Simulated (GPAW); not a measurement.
# In (P6_3/mmc) in GPAW: a series of runs

One crystal, In, is run at these levels: PBEsol; tasks: relaxation of cell and atoms.

Program: GPAW 26.7.0. These are calculated values, not measurements. Logs are shortened: lines on timing, memory, paths and dates and some standing lists are left out, and cuts for length are marked. The log counts tension as positive stress, the text compression.

## Step 1: The structure

Symmetry: P6_3/mmc, No. 194, hexagonal system. Conventional cell: a = 3.335 Å, b = 3.335 Å, c = 5.509 Å, α = 90.00°, β = 90.00°, γ = 120.00°. Around In (site symmetry -6m2) lie 12 In at 3.34 to 3.36 Å.

This isn't the form of In at room conditions, which is tetragonal.

## Step 2: Relaxation of cell and atoms, PBEsol

run.py

```python
from ase import Atoms
from ase.filters import FrechetCellFilter
from ase.io import write
from ase.optimize import BFGS
from gpaw import GPAW, PW, setup_paths

setup_paths.insert(0, '.')

atoms = Atoms(['In', 'In'],
              cell=[[3.335484782, 0.0, 0.0],
                    [-1.667742391, 2.8886145552, 0.0],
                    [0.0, 0.0, 5.50914292]],
              scaled_positions=[[0.6666666667, 0.3333333333, 0.75],
                                [0.3333333333, 0.6666666667, 0.25]],
              pbc=True)

calc = GPAW(mode=PW(600),
            xc='PBEsol',
            kpts={'size': (7, 7, 4), 'gamma': True},
            occupations={'name': 'fermi-dirac', 'width': 0.05},
            nbands=23,
            convergence={'density': 1e-05, 'forces': 0.0001},
            maxiter=150,
            txt='gpaw.txt')
atoms.calc = calc
opt = BFGS(FrechetCellFilter(atoms), trajectory='relax.traj', logfile='-')
done = opt.run(fmax=0.02, steps=60)
calc.write('gs.gpw')
write('result.traj', atoms)
print('Converged:', done)
print('Cell:', atoms.cell.cellpar().round(4))
print('Volume:', round(atoms.get_volume(), 4))
print(atoms.get_scaled_positions().round(5))
```

Potentials or basis: PAW data sets generated in the run's folder for this functional, pw.

Started as:

```
> gpaw-setup -f PBEsol In
> OMP_NUM_THREADS=1 python run.py
```

gpaw.txt:

```text
__  _  _
 | _ |_)|_||  |
 |__||  | ||/\| - 26.7.0

Input parameters:
  mode=PW(ecut=600.0),
  convergence={'density': 1e-05, 'forces': 0.0001},
  kpts=MonkhorstPack(size=(7, 7, 4), gamma=True),
  maxiter=150,
  nbands=23,
  occupations=Occupations(name='fermi-dirac', width=0.05),
  xc=XC(name='PBEsol')

Diagonalizing LCAO Hamiltonian
Converting LCAO to pw mode

           In

        In

Atoms  # Å, Bohr magnetons
|   | symbol |         x |        y |        z |    initial magnetic moments |
|---|--------|-----------|----------|----------|-----------------------------|
| 0 |     In |  1.667742 | 0.962872 | 4.131857 | ( 0.0000,  0.0000,  0.0000) |
| 1 |     In | -0.000000 | 1.925743 | 1.377286 | ( 0.0000,  0.0000,  0.0000) |

Unit cell  # Å
| periodic |         x |        y |        z |  lengths |     angles |
|----------|-----------|----------|----------|----------|------------|
|      yes |  3.335485 | 0.000000 | 0.000000 | 3.335485 |  90.000000 |
|      yes | -1.667742 | 2.888615 | 0.000000 | 3.335485 |  90.000000 |
|      yes |  0.000000 | 0.000000 | 5.509143 | 5.509143 | 120.000000 |

Number of symmetries: 12
Symmetry operations  # r_c * U_cc + t_c -> r_c
|    | kind |            matrix            |
|----|------|------------------------------|
|  0 |  σ   |  1, 1, 0,  0,-1, 0,  0, 0, 1 |
|  1 |  S6  |  1, 1, 0, -1, 0, 0,  0, 0,-1 |
|  2 |  E   |  1, 0, 0,  0, 1, 0,  0, 0, 1 |
|  3 |  C2  |  1, 0, 0, -1,-1, 0,  0, 0,-1 |
|  4 |  C2  |  0, 1, 0,  1, 0, 0,  0, 0,-1 |
|  5 |  C3  |  0, 1, 0, -1,-1, 0,  0, 0, 1 |
|  6 |  S6  |  0,-1, 0,  1, 1, 0,  0, 0,-1 |
|  7 |  σ   |  0,-1, 0, -1, 0, 0,  0, 0, 1 |
|  8 |  σ   | -1, 0, 0,  1, 1, 0,  0, 0, 1 |
[... 113 lines left out ...]
SCF iterations
|iter     | |      energy | eigst |  dens |force |
|---------|-|-------------|-------|-------|------|
|iter:   1| |   -6.446549 | -0.40 |       |      |
|iter:   2| |   -6.438567 | -2.34 | -1.56 |      |
|iter:   3| |   -6.376939 | -2.55 | -1.60 |      |
|iter:   4| |   -6.374731 | -3.54 | -2.06 |      |
|iter:   5| |   -6.374880c| -4.48 | -2.69 |      |
|iter:   6| |   -6.374894c| -6.12 | -3.59 |      |
|iter:   7| |   -6.374895c| -7.06 | -4.18 |      |
|iter:   8| |   -6.374895c| -7.91c| -4.93 |      |
|iter:   9| |   -6.374896c| -8.54c| -5.54c|      |
|iter:  10| |   -6.374896c| -8.86c| -5.93c|-4.50c|

Converged in 10 steps
Energy contributions relative to reference atoms: (reference = -319805.218446)

Energy contributions:
  Kinetic:          19.915588
  Coulomb:         -18.375279
  Zero:              0.314501
  External:          0.000000
  Xc:               -8.226495
  Entropy:          -0.006420
  Spinorbit:         0.000000
  ----------------------------
  Free energy:      -6.378105
  Extrapolated:     -6.374896
[... 28 lines left out ...]
No gap
No difference between direct/indirect transitions

Stress tensor  # eV/Ang^3
|         x |         y |        z |
|-----------|-----------|----------|
|  0.010619 | -0.000000 | 0.000000 |
| -0.000000 |  0.010619 | 0.000000 |
|  0.000000 |  0.000000 | 0.017288 |

Forces  # eV/Ang
|        x |        y |        z |
|----------|----------|----------|
| -0.00000 |  0.00000 |  0.00000 |  # In   0
|  0.00000 | -0.00000 | -0.00000 |  # In   1
[... 7 lines left out ...]
Atoms  # Å, Bohr magnetons
|   | symbol |         x |        y |        z |    initial magnetic moments |
|---|--------|-----------|----------|----------|-----------------------------|
| 0 |     In |  1.664389 | 0.960935 | 4.118338 | ( 0.0000,  0.0000,  0.0000) |
| 1 |     In | -0.000000 | 1.921870 | 1.372779 | ( 0.0000,  0.0000,  0.0000) |

Unit cell  # Å
| periodic |         x |         y |         z |  lengths |     angles |
|----------|-----------|-----------|-----------|----------|------------|
|      yes |  3.328777 |  0.000000 | -0.000000 | 3.328777 |  90.000000 |
|      yes | -1.664389 |  2.882806 | -0.000000 | 3.328777 |  90.000000 |
|      yes | -0.000000 | -0.000000 |  5.491117 | 5.491117 | 120.000000 |

Number of symmetries: 12
Symmetry operations  # r_c * U_cc + t_c -> r_c
|    | kind |            matrix            |
|----|------|------------------------------|
|  0 |  σ   |  1, 1, 0,  0,-1, 0,  0, 0, 1 |
|  1 |  S6  |  1, 1, 0, -1, 0, 0,  0, 0,-1 |
|  2 |  E   |  1, 0, 0,  0, 1, 0,  0, 0, 1 |
|  3 |  C2  |  1, 0, 0, -1,-1, 0,  0, 0,-1 |
|  4 |  C2  |  0, 1, 0,  1, 0, 0,  0, 0,-1 |
|  5 |  C3  |  0, 1, 0, -1,-1, 0,  0, 0, 1 |
|  6 |  S6  |  0,-1, 0,  1, 1, 0,  0, 0,-1 |
|  7 |  σ   |  0,-1, 0, -1, 0, 0,  0, 0, 1 |
|  8 |  σ   | -1, 0, 0,  1, 1, 0,  0, 0, 1 |
[... 113 lines left out ...]
SCF iterations
|iter     | |      energy | eigst |  dens |force |
|---------|-|-------------|-------|-------|------|
|iter:   1| |   -6.383169 | -2.31 |       |      |
|iter:   2| |   -6.382528 | -4.68 | -2.41 |      |
|iter:   3| |   -6.379713c| -4.15 | -2.45 |      |
|iter:   4| |   -6.379748c| -5.09 | -3.14 |      |
|iter:   5| |   -6.379785c| -5.27 | -3.46 |      |
|iter:   6| |   -6.379784c| -7.67c| -4.50 |      |
|iter:   7| |   -6.379784c| -7.70c| -4.99 |      |
|iter:   8| |   -6.379784c| -9.07c| -5.68c|      |
|iter:   9| |   -6.379784c| -9.56c| -5.94c|-3.97 |
|iter:  10| |   -6.379784c|-10.34c| -6.54c|-4.57c|

Converged in 10 steps
Energy contributions relative to reference atoms: (reference = -319805.218446)

Energy contributions:
  Kinetic:          20.202506
  Coulomb:         -18.571360
  Zero:              0.314750
  External:          0.000000
  Xc:               -8.322554
  Entropy:          -0.006252
  Spinorbit:         0.000000
  ----------------------------
  Free energy:      -6.382910
  Extrapolated:     -6.379784
[... 31 lines left out ...]
Stress tensor  # eV/Ang^3
|        x |        y |        z |
|----------|----------|----------|
| 0.009277 | 0.000000 | 0.000000 |
| 0.000000 | 0.009277 | 0.000000 |
| 0.000000 | 0.000000 | 0.015322 |

Forces  # eV/Ang
|        x |       y |        z |
|----------|---------|----------|
|  0.00000 | 0.00000 | -0.00000 |  # In   0
| -0.00000 | 0.00000 |  0.00000 |  # In   1

Interpolating wave functions to new cell

           In

        In

Atoms  # Å, Bohr magnetons
|   | symbol |         x |        y |        z |    initial magnetic moments |
|---|--------|-----------|----------|----------|-----------------------------|
| 0 |     In |  1.641400 | 0.947663 | 4.024811 | ( 0.0000,  0.0000,  0.0000) |
| 1 |     In | -0.000000 | 1.895326 | 1.341604 | ( 0.0000,  0.0000,  0.0000) |

Unit cell  # Å
| periodic |         x |         y |         z |  lengths |     angles |
|----------|-----------|-----------|-----------|----------|------------|
|      yes |  3.282801 | -0.000000 | -0.000000 | 3.282801 |  90.000000 |
|      yes | -1.641400 |  2.842989 |  0.000000 | 3.282801 |  90.000000 |
|      yes |  0.000000 | -0.000000 |  5.366415 | 5.366415 | 120.000000 |

Number of symmetries: 12
Symmetry operations  # r_c * U_cc + t_c -> r_c
|    | kind |            matrix            |
|----|------|------------------------------|
|  0 |  σ   |  1, 1, 0,  0,-1, 0,  0, 0, 1 |
|  1 |  S6  |  1, 1, 0, -1, 0, 0,  0, 0,-1 |
|  2 |  E   |  1, 0, 0,  0, 1, 0,  0, 0, 1 |
|  3 |  C2  |  1, 0, 0, -1,-1, 0,  0, 0,-1 |
|  4 |  C2  |  0, 1, 0,  1, 0, 0,  0, 0,-1 |
|  5 |  C3  |  0, 1, 0, -1,-1, 0,  0, 0, 1 |
|  6 |  S6  |  0,-1, 0,  1, 1, 0,  0, 0,-1 |
|  7 |  σ   |  0,-1, 0, -1, 0, 0,  0, 0, 1 |
|  8 |  σ   | -1, 0, 0,  1, 1, 0,  0, 0, 1 |
[... 113 lines left out ...]
SCF iterations
|iter     | |      energy | eigst |  dens |force |
|---------|-|-------------|-------|-------|------|
|iter:   1| |   -6.558307 | -0.66 |       |      |
|iter:   2| |   -6.526483 | -3.02 | -1.56 |      |
|iter:   3| |   -6.389616 | -2.44 | -1.60 |      |
|iter:   4| |   -6.391215 | -3.39 | -2.30 |      |
|iter:   5| |   -6.392931c| -3.58 | -2.62 |      |
|iter:   6| |   -6.392904c| -6.04 | -3.61 |      |
|iter:   7| |   -6.392901c| -7.42c| -4.13 |      |
|iter:   8| |   -6.392901c| -7.87c| -4.75 |      |
|iter:   9| |   -6.392901c| -8.27c| -5.06c|      |
|iter:  10| |   -6.392901c| -8.84c| -5.68c|-6.51c|

Converged in 10 steps
Energy contributions relative to reference atoms: (reference = -319805.218446)

Energy contributions:
  Kinetic:          22.522793
  Coulomb:         -20.203534
  Zero:              0.317502
  External:          0.000000
  Xc:               -9.026683
  Entropy:          -0.005959
  Spinorbit:         0.000000
  ----------------------------
  Free energy:      -6.395881
  Extrapolated:     -6.392901
[... 28 lines left out ...]
No gap
No difference between direct/indirect transitions

Stress tensor  # eV/Ang^3
|         x |         y |         z |
|-----------|-----------|-----------|
| -0.001827 |  0.000000 |  0.000000 |
|  0.000000 | -0.001827 |  0.000000 |
|  0.000000 |  0.000000 | -0.002633 |

Forces  # eV/Ang
|        x |       y |        z |
|----------|---------|----------|
|  0.00000 | 0.00000 |  0.00000 |  # In   0
| -0.00000 | 0.00000 | -0.00000 |  # In   1

Interpolating wave functions to new cell

           In

        In

Atoms  # Å, Bohr magnetons
|   | symbol |         x |        y |        z |    initial magnetic moments |
|---|--------|-----------|----------|----------|-----------------------------|
| 0 |     In |  1.644811 | 0.949632 | 4.038396 | ( 0.0000,  0.0000,  0.0000) |
| 1 |     In | -0.000000 | 1.899264 | 1.346132 | ( 0.0000,  0.0000,  0.0000) |

Unit cell  # Å
| periodic |         x |         y |        z |  lengths |     angles |
|----------|-----------|-----------|----------|----------|------------|
|      yes |  3.289622 | -0.000000 | 0.000000 | 3.289622 |  90.000000 |
|      yes | -1.644811 |  2.848896 | 0.000000 | 3.289622 |  90.000000 |
|      yes | -0.000000 | -0.000000 | 5.384529 | 5.384529 | 120.000000 |

Number of symmetries: 12
Symmetry operations  # r_c * U_cc + t_c -> r_c
|    | kind |            matrix            |
|----|------|------------------------------|
|  0 |  σ   |  1, 1, 0,  0,-1, 0,  0, 0, 1 |
|  1 |  S6  |  1, 1, 0, -1, 0, 0,  0, 0,-1 |
|  2 |  E   |  1, 0, 0,  0, 1, 0,  0, 0, 1 |
|  3 |  C2  |  1, 0, 0, -1,-1, 0,  0, 0,-1 |
|  4 |  C2  |  0, 1, 0,  1, 0, 0,  0, 0,-1 |
|  5 |  C3  |  0, 1, 0, -1,-1, 0,  0, 0, 1 |
|  6 |  S6  |  0,-1, 0,  1, 1, 0,  0, 0,-1 |
|  7 |  σ   |  0,-1, 0, -1, 0, 0,  0, 0, 1 |
|  8 |  σ   | -1, 0, 0,  1, 1, 0,  0, 0, 1 |
[... 113 lines left out ...]
SCF iterations
|iter     | |      energy | eigst |  dens |force |
|---------|-|-------------|-------|-------|------|
|iter:   1| |   -6.396992 | -2.17 |       |      |
|iter:   2| |   -6.396331 | -4.64 | -2.40 |      |
|iter:   3| |   -6.393393c| -4.16 | -2.44 |      |
|iter:   4| |   -6.393422c| -5.09 | -3.13 |      |
|iter:   5| |   -6.393455c| -5.24 | -3.45 |      |
|iter:   6| |   -6.393455c| -7.56c| -4.51 |      |
|iter:   7| |   -6.393456c| -7.70c| -4.99 |      |
|iter:   8| |   -6.393456c| -9.04c| -5.75c|      |
|iter:   9| |   -6.393456c| -9.63c| -6.12c|-3.90 |
|iter:  10| |   -6.393456c|-10.41c| -6.55c|-4.36c|

Converged in 10 steps
Energy contributions relative to reference atoms: (reference = -319805.218446)

Energy contributions:
  Kinetic:          22.148931
  Coulomb:         -19.937724
  Zero:              0.317028
  External:          0.000000
  Xc:               -8.918756
  Entropy:          -0.005870
  Spinorbit:         0.000000
  ----------------------------
  Free energy:      -6.396391
  Extrapolated:     -6.393456
[... 28 lines left out ...]
No gap
No difference between direct/indirect transitions

Stress tensor  # eV/Ang^3
|         x |         y |        z |
|-----------|-----------|----------|
|  0.000046 | -0.000000 | 0.000000 |
| -0.000000 |  0.000046 | 0.000000 |
|  0.000000 |  0.000000 | 0.000438 |

Forces  # eV/Ang
|        x |        y |        z |
|----------|----------|----------|
|  0.00000 |  0.00000 | -0.00000 |  # In   0
| -0.00000 | -0.00000 |  0.00000 |  # In   1

# Writing to gs.gpw (mode='')
```

Wall time 61 s (1 thread of Arm Neoverse V1, shared host); peak memory 0.22 GiB.

What came out:

```
Free energy                            : -6.3964 eV
Relaxed volume                         : 25.23 Å³/atom
Relaxed cell                           : a = 3.290 Å, b = 3.290 Å, c = 5.385 Å, α = 90.00°, β = 90.00°, γ = 120.00°
Space group after relaxing (to 0.05 Å) : P6_3/mmc (No. 194)
Energy gained by relaxing              : 9.3 meV/atom
Ionic steps                            : 4
Pressure after relaxing                : 0.0 GPa
Band gap on the k mesh                 : none (metal or under the smearing width)
```

Step by step:
```
step  energy change (eV)  largest force (eV/Å)  pressure (GPa)  volume (Å³)
   1              0.0000                0.0000           -2.06        53.08
   2             -0.0049                0.0000           -1.81        52.69
   3             -0.0180                0.0000            0.34        50.08
   4             -0.0186                0.0000           -0.03        50.46
```

Final structure:
```yaml
crystal:
  lattice:
    - [3.28962, 0.00000, 0.00000]
    - [-1.64481, 2.84890, 0.00000]
    - [0.00000, 0.00000, 5.38453]
  atoms:
    - { symbol: In, position: [0.66667, 0.33333, 0.75000] }
    - { symbol: In, position: [0.33333, 0.66667, 0.25000] }
```

Caveat: later steps reuse the first step's grids.

## Step 3: Relaxation of cell and atoms, PBEsol, target pressure 2 GPa, at which the enthalpy is minimised

Changes to run.py since step 2:

```diff
@@ -4,2 +4,3 @@
 from ase.optimize import BFGS
+from ase.units import GPa
 from gpaw import GPAW, PW, setup_paths
@@ -25,3 +26,3 @@
 atoms.calc = calc
-opt = BFGS(FrechetCellFilter(atoms), trajectory='relax.traj', logfile='-')
+opt = BFGS(FrechetCellFilter(atoms, scalar_pressure=2 * GPa), trajectory='relax.traj', logfile='-')
 done = opt.run(fmax=0.02, steps=60)
```

Potentials or basis: PAW data sets generated in the run's folder for this functional, pw.

Started as:

```
> gpaw-setup -f PBEsol In
> OMP_NUM_THREADS=1 python run.py
```

Wall time 77 s (1 thread of Arm Neoverse V1, shared host); peak memory 0.24 GiB.

Results (log left out):

```yaml
Free_energy: -6.3842 eV
Relaxed_volume: 24.27 Å³/atom
Relaxed_cell: a = 3.247 Å, b = 3.247 Å, c = 5.316 Å, α = 90.00°, β = 90.00°, γ = 120.00°
Space_group_after_relaxing_to_0.05_Å: P6_3/mmc (No. 194)
Energy_change_on_relaxing_the_enthalpy_is_what_falls: -3.1 meV/atom
Ionic_steps: 5
Pressure_after_relaxing: 2.0 GPa
Band_gap_on_the_k_mesh: none (metal or under the smearing width)
```

Stress tensor (GPa, compression positive):
```
2.05 0.00 0.00
0.00 2.05 0.00
0.00 0.00 1.92
```

The path:
| step | energy change (eV) | largest force (eV/Å) | pressure (GPa) | volume (Å³) |
| --- | --- | --- | --- | --- |
| 1 | 0.0000 | 0.0000 | -2.06 | 53.08 |
| 2 | -0.0087 | 0.0000 | -1.55 | 52.32 |
| 3 | 0.0063 | 0.0000 | 2.97 | 47.77 |
| 4 | -0.0073 | 0.0000 | 1.90 | 48.64 |
| 5 | -0.0061 | 0.0000 | 2.00 | 48.54 |

Final structure:
```cif
data_structure
_symmetry_space_group_name_H-M 'P 1'
_symmetry_Int_Tables_number 1
_cell_length_a 3.2471
_cell_length_b 3.2471
_cell_length_c 5.3164
_cell_angle_alpha 90.000
_cell_angle_beta 90.000
_cell_angle_gamma 120.000
_cell_volume 48.54
loop_
_atom_site_label
_atom_site_type_symbol
_atom_site_fract_x
_atom_site_fract_y
_atom_site_fract_z
_atom_site_occupancy
In1 In 0.66667 0.33333 0.75000 1
In2 In 0.33333 0.66667 0.25000 1
```

Levels at points of the mesh, in eV from the Fermi level:
```csv
k point,band 11,band 12,band 13,band 14,band 15,band 16
"(0.00, 0.00, 0.00)",-10.21,-4.50,-3.87,8.75,8.75,10.70
"(0.00, 0.00, 0.50)",-8.74,-8.74,3.15,3.15,9.85,9.85
```

Caveat: later steps reuse the first step's grids.

(Continued in part 2 of 2.)
